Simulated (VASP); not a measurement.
Zr: relaxation of cell and atoms with LDA

Crystal: Zr.

```
Zr
1.0
     3.23200    0.00000    0.00000
    -1.61600    2.79899    0.00000
     0.00000    0.00000    5.14700
Zr
2
Direct
  0.33333 0.66667 0.25000
  0.66667 0.33333 0.75000
```

```
Program                : VASP 6.6.1
Task                   : relaxation of cell and atoms
Functional             : LDA
Potentials or basis    : VASP PAW LDA potentials, release 64 (Zr_sv)
Cutoff                 : 600 eV
k mesh                 : 15 × 15 × 7
Occupations            : methfessel-paxton, width 0.1 eV
Spin                   : no spin polarisation
Target pressure        : 5.34 GPa
Further INCAR settings : ALGO = Normal; EDIFF = 1e-06; IBRION = 2; EDIFFG = -0.01; NSW = 90; ISIF = 3
Target pressure        : 5.34 GPa
```

```
Relaxed volume                                         : 20.80 Å³/atom
Relaxed cell                                           : a = 3.090 Å, b = 3.090 Å, c = 5.031 Å, α = 90.00°, β = 90.00°, γ = 120.00°
Space group after relaxing (to 0.05 Å)                 : P6_3/mmc (No. 194)
Energy change on relaxing (the enthalpy is what falls) : -12.4 meV/atom
Ionic steps                                            : 11
Pressure after relaxing                                : 5.3 GPa
Band gap on the k mesh                                 : none (metal or under the smearing width)
```

The path:
| step | energy change (eV) | largest force (eV/Å) | pressure (GPa) | volume (Å³) |
| --- | --- | --- | --- | --- |
| 1 | 0.0000 | 0.0000 | -6.03 | 46.56 |
| 2 | 0.4661 | 0.0000 | 25.71 | 36.29 |
| 3 | -0.0284 | 0.0000 | 4.94 | 41.81 |
| 4 | -0.0241 | 0.0000 | 5.32 | 41.67 |
| 5 | -0.0209 | 0.0000 | 5.59 | 41.58 |
| 6 | -0.0224 | 0.0000 | 5.58 | 41.54 |
| 7 | -0.0221 | 0.0000 | 5.58 | 41.51 |
| 8 | -0.0220 | 0.0000 | 5.59 | 41.51 |
| 9 | -0.0219 | 0.0000 | 5.59 | 41.51 |
| 10 | -0.0286 | 0.0000 | 5.00 | 41.71 |
| 11 | -0.0248 | 0.0000 | 5.33 | 41.59 |

Final structure:
```cif
data_structure
_symmetry_space_group_name_H-M 'P 1'
_symmetry_Int_Tables_number 1
_cell_length_a 3.0898
_cell_length_b 3.0898
_cell_length_c 5.0307
_cell_angle_alpha 90.000
_cell_angle_beta 90.000
_cell_angle_gamma 120.000
_cell_volume 41.59
loop_
_atom_site_label
_atom_site_type_symbol
_atom_site_fract_x
_atom_site_fract_y
_atom_site_fract_z
_atom_site_occupancy
Zr1 Zr 0.33333 0.66667 0.25000 1
Zr2 Zr 0.66667 0.33333 0.75000 1
```

Levels at points of the mesh, in eV from the Fermi level:
```csv
k point,band 8,band 9,band 10,band 11,band 12,band 13,band 14,band 15,band 16
"(0.00, 0.00, 0.00)",-25.83,-5.81,-3.36,0.80,0.87,0.87,1.55,1.62,1.62
```

It took 3.4 min on 1 thread of Intel(R) Xeon(R) 6975P-C (Granite Rapids) (shared host), peak memory 0.22 GiB.

Caveat: the cell is relaxed towards a set pressure, so the enthalpy falls and the energy may rise. Zero-point motion and thermal expansion aren't in these numbers.
